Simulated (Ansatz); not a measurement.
NbAs, 4 atoms in the cell. Symmetry: I4_1md, No. 109, tetragonal system. Conventional cell: a = 3.452 Å, b = 3.452 Å, c = 11.680 Å, α = 90.00°, β = 90.00°, γ = 90.00°. Nb (site symmetry 2mm) has 6 As at 2.60 to 2.63 Å as nearest neighbours. As (site symmetry 2mm) is surrounded by 6 Nb at 2.60 to 2.63 Å. 

| Quantity | Value |
| --- | --- |
| Program | Ansatz 0.2.0 |
| Task | relaxation of cell and atoms |
| Functional | PBEsol |
| Potentials or basis | Ansatz PAW |
| Cutoff | 420 eV (not typed: the program's choice for these potentials) |
| k mesh | 11 × 11 × 11 |
| Occupations | fermi-dirac, width 0.05 eV |
| Spin | no spin polarisation |
| Target pressure | 10 GPa |
| Target pressure (GPa) | 10 |

Potentials or basis: Ansatz PAW.

Launch:

```bash
$ ansatz run input.yaml --threads 2 --pin off --max-ram 5632MiB --backend cpu --events-out ev --progress --plain --runs-dir out
```

Hardware: 2 threads of Intel(R) Xeon(R) Platinum 8259CL CPU @ 2.50GHz (Skylake/Cascade Lake), on a shared host.

Task: How long does it take, and how much memory?

Result: It took 92 s on 2 threads of Intel(R) Xeon(R) Platinum 8259CL CPU @ 2.50GHz (Skylake/Cascade Lake) (shared host), peak memory 0.6 GiB. Counts: scf iterations 37, plane waves 1251, k points 126, bands 34, ion steps 6.
